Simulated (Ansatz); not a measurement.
BN (P6_3/mmc), computed twice by G0W0.

```
B N
1.0
     2.50399    0.00000    0.00000
    -1.25199    2.16852    0.00000
     0.00000    0.00000    6.66120
B N
2 2
Direct
  0.33333 0.66667 0.25000
  0.66667 0.33333 0.75000
  0.33333 0.66667 0.75000
  0.66667 0.33333 0.25000
```

The cell and positions come from the Crystallography Open Database and are kept as given unless a step says otherwise. PAW set soft_2, made with PBE.

The first (Ansatz 0.2.0; start PBE, 9×9×2 mesh, 107 empty bands, screening to 120 eV; 1 × NVIDIA H100 80GB HBM3 (shared by 6 runs) with 2 threads of AMD EPYC 7R13 (Zen 3), shared host) gave, on its mesh: starting gap 4.40 eV, G0W0 gap 5.91 eV, RPA ε∞ (mean) 3.88, 12 s.

The second gave: starting gap 4.98 eV, G0W0 gap 6.16 eV, RPA ε∞ (mean) 3.57, 21 s.

Question: What was changed in the input? Choose among start, files, mesh, bands and cutoff, frequency model or another key.

Changed: start from PBE to r2SCAN. A jump of this size in the start, with ε∞ moving the other way, marks another functional. Other changes could give like numbers; this is the one that was made.

Limits: not at the basis limit; coarse k mesh.

[Paths, hosts, dates, memory and timing lines, banners, echoed tables and standing remarks are left out of the program output.]

[Logs are printed without paths, hosts, clocks, repeated set-up lines and the standing remarks that a program may print on its own settings, such as how far it seeks lower states.]

[Runs of the session that timed out or met a known fault of the program may be left out.]

[Cells called generated may have been cut or substituted from an entry of the Crystallography Open Database or the Materials Project.]

[Hosts, paths, dates, database ids (printed as entryN), source tags and the programs' standing remarks are cut or masked in the printed files.]
